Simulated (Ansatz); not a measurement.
# Lanthanum, omega (AlB2-type) under PBE: ground state and equation of state, part 2 of 2

What does PBE give for lanthanum in the omega (AlB2-type) structure? We relax it, solve it on a dense k-mesh, then scale the cell to 7 volumes from 88 to 112 % of the relaxed one and try a fit of the equation of state. The start is ferromagnetic. The k-meshes are 6×6×9 for the relaxation; 8×8×12 for the dense run; 8×8×12 for the volumes.

Ansatz 0.2.0; DFT, PBE, plane waves (420 eV) with PAW, scalar-relativistic. The steps go on from the part before.

### 6 The cell scaled to 96 % of its volume

The input, input.yaml:

```yaml
crystal:
  lattice:
    - [5.8731588401, 0.0, 0.0]
    - [-2.93657942, 5.086304756, 0.0]
    - [0.0, 0.0, 3.57436937]
  atoms:
    - { symbol: La, position: [1.0, 0.0, 0.0], spin: 1.0 }
    - { symbol: La, position: [0.3333333333, 0.6666666667, 0.5], spin: 1.0 }
    - { symbol: La, position: [0.6666666667, 0.3333333333, 0.5], spin: 1.0 }
hamiltonian:
  xc: pbe
  pseudopotentials:
    kind: paw
    azcp:
      La: "pseudopotentials/La.paw.azcp"
basis:
  ecutwfc: 420
  fft_grid_basis: typed
kpoints:
  mp_grid: { grid: [8, 8, 12], shift: [0, 0, 0] }
magnetization:
  spin_polarized: true
scf:
  occupations: { method: fermi_dirac, width: 0.05 }
output:
  stress: true
```

Log, shortened:

```text
Warning: RAYON_NUM_THREADS=2 ignored (pool sized by the plan → 2); use --threads N
[...]
Pseudopotentials: kind: paw
Pseudopotential: La, paw, valence charge 11, recommended cutoff 420 eV (normal), <dir>
Functional definition: PBE
[...]
Crystal: 3 atoms, lattice volume = 106.776 Å³
Basis set: ecut = 420 eV, 2111 PW (Γ)
Bands: 22, of which v1, the nominal top of the filled ones, is band 17 counted from 1 (16 counted from 0)
Symmetry: 24 space group operations
Space group: P6/mmm (ITA 191), of the structure as read, at distance tolerance 4.7e-5 Å
Magnetic group: BNS 191.233 (UNI 1463), of the structure as read, at distance tolerance 4.7e-5 Å
k-points: 70 of 768
[...]
Starting moments: Σ|m| = 3 μB on 3 of 3 sites
[...]
SCF iter   1: F=—  HF=-18749.851812 eV  |F-HF|=—  |Δ(HF+E_count)|=         —  Δρ=2.18e-2 (↑2.18e-2 ↓1.24e-2)  dr2=6.98e-1  dr2_m=1.73e-1  M=0.890 μB ∫|m|=0.890 μB  β_m=0.30  ethr=2.09e-3  ⟨swp⟩=1.0  Hψ=20972  notcnv=0
[...]
WARN: the starting moments were not kept: the SCF closed with an absolute magnetisation of 8.3e-6 μB, where they sum to 3 μB in size (3 sites). That is at most 0.1 of that sum. Measured as dr2_m measures the in/out step, that magnetisation stands 2.0e-12 eV from none, at or under the [...]
SCF converged after 12 iterations
Magnetization: -0.0000 μB (16.5000 up, 16.5000 down)
Absolute magnetization: 0.0000 μB (∫|ρ↑−ρ↓|, with the PAW one-centre terms)
Spin contamination: 0.0000 ħ² per cell (⟨S²⟩ above its minimum at these occupations)
Per-site moments (μB) at R_I (Å): [(-1.1036983549575319e-6, 1.474427365125), (-2.5708039891767418e-8, 1.3987338078983151), (-2.5708039891767543e-8, 1.3987338078983151)]
Free energy (F): -18750.197028 eV
[...]
E sigma→0 (E₀):  -18750.179516 eV
Entropy (-TS):   -0.035024 eV (-11.675 meV/atom)
Fermi energy:    11.541916 eV
[...]
--- Stress (GPa, compression-positive) ---
        1.195422      -0.000000       0.000000
       -0.000000       1.195422       0.000000
        0.000000       0.000000       0.965643
  P = ⅓ Tr σ = 1.1188 GPa (11.188 kbar)
```

It took 17 s on 2 threads of an Arm CPU, shared host; peak memory 0.52 GiB.

### 7 The cell scaled to 100 % of its volume

input.yaml: that of step 6 with these lines changed.

```diff
@@ -2,5 +2,5 @@
   lattice:
-    - [5.8731588401, 0.0, 0.0]
-    - [-2.93657942, 5.086304756, 0.0]
-    - [0.0, 0.0, 3.57436937]
+    - [5.9536230696, 0.0, 0.0]
+    - [-2.9768115348, 5.1559888228, 0.0]
+    - [0.0, 0.0, 3.6233394192]
   atoms:
```

Log, shortened:

```text
Warning: RAYON_NUM_THREADS=2 ignored (pool sized by the plan → 2); use --threads N
[...]
[... 3 set-up lines as earlier in the session ...]
[...]
Crystal: 3 atoms, lattice volume = 111.225 Å³
Basis set: ecut = 420 eV, 2137 PW (Γ)
Bands: 22, of which v1, the nominal top of the filled ones, is band 17 counted from 1 (16 counted from 0)
[... 2 set-up lines as earlier in the session ...]
Magnetic group: BNS 191.233 (UNI 1463), of the structure as read, at distance tolerance 4.8e-5 Å
k-points: 70 of 768
[...]
Starting moments: Σ|m| = 3 μB on 3 of 3 sites
[...]
SCF iter   1: F=—  HF=-18749.925732 eV  |F-HF|=—  |Δ(HF+E_count)|=         —  Δρ=2.09e-2 (↑2.09e-2 ↓1.17e-2)  dr2=6.59e-1  dr2_m=1.66e-1  M=0.937 μB ∫|m|=0.937 μB  β_m=0.30  ethr=1.97e-3  ⟨swp⟩=1.0  Hψ=20906  notcnv=0
[...]
WARN: the starting moments were not kept: the SCF closed with an absolute magnetisation of 1.0e-5 μB, where they sum to 3 μB in size (3 sites). That is at most 0.1 of that sum. Measured as dr2_m measures the in/out step, that magnetisation stands 3.3e-12 eV from none, at or under the [...]
SCF converged after 12 iterations
Magnetization: -0.0000 μB (16.5000 up, 16.5000 down)
Absolute magnetization: 0.0000 μB (∫|ρ↑−ρ↓|, with the PAW one-centre terms)
Spin contamination: 0.0000 ħ² per cell (⟨S²⟩ above its minimum at these occupations)
Per-site moments (μB) at R_I (Å): [(-1.6556410319544636e-6, 1.49462751042), (-1.354557697787681e-7, 1.4178969262742198), (-1.3545576977876813e-7, 1.4178969262742198)]
Free energy (F): -18750.211849 eV
[...]
E sigma→0 (E₀):  -18750.193137 eV
Entropy (-TS):   -0.037424 eV (-12.475 meV/atom)
Fermi energy:    11.010865 eV
[...]
--- Stress (GPa, compression-positive) ---
       -0.001530       0.000000       0.000000
        0.000000      -0.001530      -0.000000
        0.000000      -0.000000      -0.073743
  P = ⅓ Tr σ = -0.0256 GPa (-0.256 kbar)
```

It took 18 s on 2 threads of an Arm CPU, shared host; peak memory 0.53 GiB.

### 8 The cell scaled to 104 % of its volume

input.yaml: that of step 7 with these lines changed.

```diff
@@ -2,5 +2,5 @@
   lattice:
-    - [5.9536230696, 0.0, 0.0]
-    - [-2.9768115348, 5.1559888228, 0.0]
-    - [0.0, 0.0, 3.6233394192]
+    - [6.0319691998, 0.0, 0.0]
+    - [-3.0159845999, 5.2238385618, 0.0]
+    - [0.0, 0.0, 3.6710204058]
   atoms:
```

Log, shortened:

```text
Warning: RAYON_NUM_THREADS=2 ignored (pool sized by the plan → 2); use --threads N
[...]
[... 3 set-up lines as earlier in the session ...]
[...]
Crystal: 3 atoms, lattice volume = 115.674 Å³
Basis set: ecut = 420 eV, 2275 PW (Γ)
Bands: 22, of which v1, the nominal top of the filled ones, is band 17 counted from 1 (16 counted from 0)
[... 1 set-up line as earlier in the session ...]
Space group: P6/mmm (ITA 191), of the structure as read, at distance tolerance 4.9e-5 Å
Magnetic group: BNS 191.233 (UNI 1463), of the structure as read, at distance tolerance 4.9e-5 Å
k-points: 70 of 768
[...]
Starting moments: Σ|m| = 3 μB on 3 of 3 sites
[...]
SCF iter   1: F=—  HF=-18749.960676 eV  |F-HF|=—  |Δ(HF+E_count)|=         —  Δρ=2.02e-2 (↑2.02e-2 ↓1.11e-2)  dr2=6.26e-1  dr2_m=1.61e-1  M=0.982 μB ∫|m|=0.982 μB  β_m=0.30  ethr=1.87e-3  ⟨swp⟩=1.0  Hψ=20955  notcnv=0
[...]
WARN: the starting moments were not kept: the SCF closed with an absolute magnetisation of 1.1e-5 μB, where they sum to 3 μB in size (3 sites). That is at most 0.1 of that sum. Measured as dr2_m measures the in/out step, that magnetisation stands 3.9e-12 eV from none, at or under the [...]
SCF converged after 12 iterations
Magnetization: -0.0000 μB (16.5000 up, 16.5000 down)
Absolute magnetization: 0.0000 μB (∫|ρ↑−ρ↓|, with the PAW one-centre terms)
Spin contamination: 0.0000 ħ² per cell (⟨S²⟩ above its minimum at these occupations)
Per-site moments (μB) at R_I (Å): [(-2.5424527504416554e-6, 1.5142959173925001), (7.534696293583526e-8, 1.4365556045049126), (7.534696281591555e-8, 1.4365556045049126)]
Free energy (F): -18750.197043 eV
[...]
E sigma→0 (E₀):  -18750.177297 eV
Entropy (-TS):   -0.039491 eV (-13.164 meV/atom)
Fermi energy:    10.519552 eV
[...]
--- Stress (GPa, compression-positive) ---
       -1.042552      -0.000000      -0.000000
        0.000000      -1.042552      -0.000000
        0.000000      -0.000000      -0.975517
  P = ⅓ Tr σ = -1.0202 GPa (-10.202 kbar)
```

Run time: 20 s. Hardware: 2 threads of an Arm CPU, shared host; peak memory 0.55 GiB.

### 9 The cell scaled to 108 % of its volume

input.yaml: that of step 8 with these lines changed.

```diff
@@ -2,5 +2,5 @@
   lattice:
-    - [6.0319691998, 0.0, 0.0]
-    - [-3.0159845999, 5.2238385618, 0.0]
-    - [0.0, 0.0, 3.6710204058]
+    - [6.1083313467, 0.0, 0.0]
+    - [-3.0541656734, 5.289970121, 0.0]
+    - [0.0, 0.0, 3.7174939521]
   atoms:
```

Log, shortened:

```text
Warning: RAYON_NUM_THREADS=2 ignored (pool sized by the plan → 2); use --threads N
[...]
[... 3 set-up lines as earlier in the session ...]
[...]
Crystal: 3 atoms, lattice volume = 120.123 Å³
Basis set: ecut = 420 eV, 2335 PW (Γ)
Bands: 22, of which v1, the nominal top of the filled ones, is band 17 counted from 1 (16 counted from 0)
[... 2 set-up lines as earlier in the session ...]
Magnetic group: BNS 191.233 (UNI 1463), of the structure as read, at distance tolerance 4.9e-5 Å
k-points: 70 of 768
[...]
Starting moments: Σ|m| = 3 μB on 3 of 3 sites
[...]
SCF iter   1: F=—  HF=-18749.962812 eV  |F-HF|=—  |Δ(HF+E_count)|=         —  Δρ=1.95e-2 (↑1.95e-2 ↓1.05e-2)  dr2=5.98e-1  dr2_m=1.56e-1  M=1.024 μB ∫|m|=1.024 μB  β_m=0.30  ethr=1.79e-3  ⟨swp⟩=1.0  Hψ=21049  notcnv=0
[...]
WARN: the starting moments were not kept: the SCF closed with an absolute magnetisation of 9.3e-6 μB, where they sum to 3 μB in size (3 sites). That is at most 0.1 of that sum. Measured as dr2_m measures the in/out step, that magnetisation stands 3.2e-12 eV from none, at or under the [...]
SCF converged after 12 iterations
Magnetization: -0.0000 μB (16.5000 up, 16.5000 down)
Absolute magnetization: 0.0000 μB (∫|ρ↑−ρ↓|, with the PAW one-centre terms)
Spin contamination: 0.0000 ħ² per cell (⟨S²⟩ above its minimum at these occupations)
Per-site moments (μB) at R_I (Å): [(-2.761875679331498e-6, 1.5334662552412501), (3.723363947784634e-7, 1.454741783271564), (3.723363948523698e-7, 1.454741783271564)]
Free energy (F): -18750.156371 eV
[...]
E sigma→0 (E₀):  -18750.135411 eV
Entropy (-TS):   -0.041919 eV (-13.973 meV/atom)
Fermi energy:    10.063918 eV
[...]
--- Stress (GPa, compression-positive) ---
       -1.947898      -0.000000       0.000000
       -0.000000      -1.947898       0.000000
        0.000000       0.000000      -1.769041
  P = ⅓ Tr σ = -1.8883 GPa (-18.883 kbar)
```

Run time: 21 s. Hardware: 2 threads of an Arm CPU, shared host; peak memory 0.55 GiB.

### 10 The cell scaled to 112 % of its volume

input.yaml: that of step 9 with these lines changed.

```diff
@@ -2,5 +2,5 @@
   lattice:
-    - [6.1083313467, 0.0, 0.0]
-    - [-3.0541656734, 5.289970121, 0.0]
-    - [0.0, 0.0, 3.7174939521]
+    - [6.1828305347, 0.0, 0.0]
+    - [-3.0914152673, 5.3544883103, 0.0]
+    - [0.0, 0.0, 3.7628337127]
   atoms:
```

Log, shortened:

```text
Warning: RAYON_NUM_THREADS=2 ignored (pool sized by the plan → 2); use --threads N
[...]
[... 3 set-up lines as earlier in the session ...]
[...]
Crystal: 3 atoms, lattice volume = 124.572 Å³
Basis set: ecut = 420 eV, 2419 PW (Γ)
Bands: 22, of which v1, the nominal top of the filled ones, is band 17 counted from 1 (16 counted from 0)
[... 1 set-up line as earlier in the session ...]
Space group: P6/mmm (ITA 191), of the structure as read, at distance tolerance 5.0e-5 Å
Magnetic group: BNS 191.233 (UNI 1463), of the structure as read, at distance tolerance 5.0e-5 Å
k-points: 70 of 768
[...]
Starting moments: Σ|m| = 3 μB on 3 of 3 sites
[...]
SCF iter   1: F=—  HF=-18749.936778 eV  |F-HF|=—  |Δ(HF+E_count)|=         —  Δρ=1.89e-2 (↑1.89e-2 ↓1.00e-2)  dr2=5.76e-1  dr2_m=1.52e-1  M=1.064 μB ∫|m|=1.064 μB  β_m=0.30  ethr=1.71e-3  ⟨swp⟩=1.0  Hψ=21025  notcnv=0
[...]
WARN: the starting moments were not kept: the SCF closed with an absolute magnetisation of 1.3e-5 μB, where they sum to 3 μB in size (3 sites). That is at most 0.1 of that sum. Measured as dr2_m measures the in/out step, that magnetisation stands 6.2e-12 eV from none, at or under the [...]
SCF converged after 12 iterations
Magnetization: -0.0000 μB (16.5000 up, 16.5000 down)
Absolute magnetization: 0.0000 μB (∫|ρ↑−ρ↓|, with the PAW one-centre terms)
Spin contamination: 0.0000 ħ² per cell (⟨S²⟩ above its minimum at these occupations)
Per-site moments (μB) at R_I (Å): [(-2.037884793121098e-6, 1.55216890648875), (-1.7048254778373534e-7, 1.4724842853385944), (-1.7048254775666653e-7, 1.4724842853385944)]
Free energy (F): -18750.093284 eV
[...]
E sigma→0 (E₀):  -18750.070829 eV
Entropy (-TS):   -0.044910 eV (-14.970 meV/atom)
Fermi energy:    9.639418 eV
[...]
--- Stress (GPa, compression-positive) ---
       -2.725731       0.000000       0.000000
        0.000000      -2.725731       0.000000
        0.000000       0.000000      -2.456867
  P = ⅓ Tr σ = -2.6361 GPa (-26.361 kbar)
```

Run time: 22 s. Hardware: 2 threads of an Arm CPU, shared host; peak memory 0.57 GiB.

### 11 Fitting the volumes

All volumes keep the relaxed shape and fractional coordinates.

| V (Å³/atom) | E − E₀ (meV/atom) | P from the stress (GPa) | P from the fit (GPa) |
| --- | --- | --- | --- |
| 32.626 | 49.8 | 4.03 | 3.93 |
| 34.109 | 20.5 | 2.46 | 2.41 |
| 35.592 | 4.6 | 1.12 | 1.08 |
| 37.075 | 0.1 | -0.03 | -0.07 |
| 38.558 | 5.4 | -1.02 | -1.07 |
| 40.041 | 19.3 | -1.89 | -1.93 |
| 41.524 | 40.9 | -2.64 | -2.68 |

A third-order Birch-Murnaghan fit gives V₀ = 36.980 Å³/atom, B₀ = 27 GPa and B₀′ = 2.6; it misses no point by more than 0.08 meV/atom.

The fit is made to E(σ → 0), while the stress belongs to the free energy F; that is one source of the offset between the two pressures.

### 12 Summary of results

The summary covers parts 1 to 2.

| quantity | value |
| --- | --- |
| space group (spins left aside) | P6/mmm (No. 191) |
| conventional cell | a = 5.954 Å, c = 3.623 Å (c/a = 0.609) |
| volume | 37.075 Å³/atom |
| shortest distance | 3.437 Å |
| gap on the mesh | none (levels filled in part) |
| magnetic state | non-magnetic |
| relative to dhcp | +31 meV/atom |
| V₀, B₀, B₀′ | 36.980 Å³/atom, 27 GPa, 2.6 |

In words: The relaxation shrank the cell by 0.9 % in volume. It lies 31 meV/atom above the element's reference form at the same level (dhcp, from a run of its own). The starting moments do not survive. Levels at the Fermi energy are filled in part, as in a metal. The fitted modulus is 27 GPa; letting shape and positions relax at each volume could only lower it. The symmetry was held, so the structure may be unstable against distortions that break it.
